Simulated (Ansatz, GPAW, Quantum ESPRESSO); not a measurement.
## Li: programs and potentials compared

```
Li
1.0
    -1.75465    1.75465    1.75465
     1.75465   -1.75465    1.75465
     1.75465    1.75465   -1.75465
Li
1
Cartesian
  0.0000 0.0000 0.0000
```

Alike in all runs: task band structure; functional LDA; k mesh 11 × 11 × 11; occupations fermi-dirac, width 0.05 eV; no spin polarisation; no spin-orbit coupling. LDA stands for any of its common fits. Pressure is positive in compression and, in plane waves, holds the error of the finite cutoff, which Ansatz's Pulay term estimates and takes out.

| program and potentials | plane-wave cutoff (eV) | notes | pressure (GPa) |
| --- | --- | --- | --- |
| Ansatz, Ansatz PAW | 420 | potentials made for PBE, which Ansatz adapts in part; 3 valence electrons an atom on average | -1.57 |
| GPAW, PAW data sets generated for this functional | 800 | 1 valence electrons an atom on average | -1.54 |
| GPAW, the program's PAW data sets (release 1.2.1) made for this functional | 800 | 1 valence electrons an atom on average | -1.49 |
| Ansatz, all-electron LAPW, scalar-relativistic | - | - | -1.56 |
| Quantum ESPRESSO, PseudoDojo 0.4.1 SR LDA standard | 1007 | 3 valence electrons an atom on average | -1.58 |

The pressure spans -1.58 (Quantum ESPRESSO, PseudoDojo 0.4.1 SR LDA standard) to -1.49 GPa (GPAW, the program's PAW data sets (release 1.2.1) made for this functional), with all-electron results at -1.56.

Differences between rows come from potentials, basis sets and numerical settings, since the functional is the same but for its coding. Runs on potential files found faulty are left out.
